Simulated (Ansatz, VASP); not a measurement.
Two plane-wave programs on NaF

Contents of INCAR:

```
SYSTEM = NaF
ALGO = Normal
EDIFF = 1E-6
ENCUT = 520
GGA = PE
ISIF = 2
ISMEAR = 0
LASPH = .True.
LCHARG = .False.
LREAL = .False.
LWAVE = .False.
NBANDS = 14
NELM = 60
PREC = Accurate
SIGMA = 0.01
```

KPOINTS

```
k-points
0
Gamma
  8 8 8
  0 0 0
```

File POSCAR:

```
NaF
1.0
    2.8931706274      0.0000000000      0.0000000000
    0.0000000000      2.8931706274      0.0000000000
    0.0000000000      0.0000000000      2.8931706274
Na F
1 1
Direct
    0.0000000000      0.0000000000      0.0000000000
    0.5000000000      0.5000000000      0.5000000000
```

Input for Ansatz:

```yaml
crystal:
  lattice:
    - [2.8931706274, 0.0, 0.0]
    - [0.0, 2.8931706274, 0.0]
    - [0.0, 0.0, 2.8931706274]
  atoms:
    - { symbol: Na, position: [0.0, 0.0, 0.0] }
    - { symbol: F, position: [0.5, 0.5, 0.5] }
kpoints:
  mp_grid: { grid: [8, 8, 8] }
hamiltonian:
  xc: pbe
scf:
  occupations: { method: fixed }
  n_extra_bands: 4
output:
  forces: true
  stress: true
  eigenvalues: true
```

Alike in both runs: task single point; functional PBE; k mesh 8 × 8 × 8; no spin polarisation.

```csv
,VASP,Ansatz
version,VASP 6.6.1,Ansatz 0.2.0
potentials or method,"VASP PAW PBE potentials, release 64 (Na_pv, F)","plane waves, PAW"
plane-wave cutoff (eV),520,420
occupations,"gaussian, width 0.01 eV",fixed
valence electrons in the cell,14,16
```

```tsv
	VASP	Ansatz	Ansatz less VASP
gap on the k mesh at the Fermi level (eV)	5.47	5.49	+0.015
pressure (GPa)	-1.5	-1.3	+0.20
```

The two sets of potentials don't hold the same shells in valence.

A k mesh can miss the band edges.
